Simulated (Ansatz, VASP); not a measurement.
One calculation of KMgF3, two programs

Contents of INCAR:

```
PREC = Accurate ; ENCUT = 520
EDIFF = 1E-7 ; ISMEAR = 0
SIGMA = 0.05 ; LREAL = F
LASPH = T ; NELM = 100
ALGO = Fast ; ISIF = 2
LWAVE = F ; LCHARG = F
NBANDS = 24
```

KPOINTS

```
Automatic mesh
0
Gamma
  6 6 6
```

Contents of POSCAR:

```
KMgF3
1.0
    3.9859000000      0.0000000000      0.0000000000
    0.0000000000      3.9859000000      0.0000000000
    0.0000000000      0.0000000000      3.9859000000
K Mg F
1 1 3
Direct
    0.5000000000      0.5000000000      0.5000000000
    0.0000000000      0.0000000000      0.0000000000
    0.5000000000     -0.0332628820     -0.0332628820
    0.0000000000      0.4667371180     -0.0332628820
    0.0000000000     -0.0332628820      0.4667371180
```

Input for Ansatz:

```yaml
crystal:
  lattice:
    - [3.9859, 0.0, 0.0]
    - [0.0, 3.9859, 0.0]
    - [0.0, 0.0, 3.9859]
  atoms:
    - { symbol: K, position: [0.5, 0.5, 0.5] }
    - { symbol: Mg, position: [0.0, 0.0, 0.0] }
    - { symbol: F, position: [0.5, -0.033262882, -0.033262882] }
    - { symbol: F, position: [0.0, 0.466737118, -0.033262882] }
    - { symbol: F, position: [0.0, -0.033262882, 0.466737118] }
basis:
  ecutwfc: 420
kpoints:
  mp_grid: { grid: [6, 6, 6] }
hamiltonian:
  xc: lda
scf:
  occupations: { method: gaussian, width: 0.05 }
output:
  forces: true
  stress: true
  eigenvalues: true
```

Change from the starting cell: all F atoms moved +0.188 Å, as atom 3 towards its neighbour atom 1 (K) at 2.818 Å.

Alike in both runs: task single point; functional LDA; k mesh 6 × 6 × 6; occupations gaussian, width 0.05 eV; no spin polarisation.

|  | VASP | Ansatz |
| --- | --- | --- |
| version | VASP 6.6.1 | Ansatz 0.2.0 |
| potentials or method | VASP PAW LDA potentials, release 64 (K_sv, Mg, F) | scalar-relativistic, plane waves, PAW |
| plane-wave cutoff (eV) | 520 | 420 |
| valence electrons in the cell | 32 | 40 |

|  | VASP | Ansatz | Ansatz less VASP |
| --- | --- | --- | --- |
| gap on the k mesh at the Fermi level (eV) | 6.94 | 6.97 | +0.026 |
| least direct gap on the mesh (eV) | 7.27 | 7.29 | +0.025 |
| pressure (GPa) | -3.6 | -2.9 | +0.70 |
| largest component of the traceless stress (GPa) | 1.72 | 1.67 | -0.053 |
| rms of the force components (eV/Å) | 0.520 | 0.507 | -0.0134 |

Atom by atom the forces differ by 0.014 eV/Å (rms over components). The two sets of potentials don't hold the same shells in valence.

Caveats: forces of over 1 eV/Å show positions far from the minimum, so gaps and moduli don't describe the material at rest. A k mesh can miss the band edges.
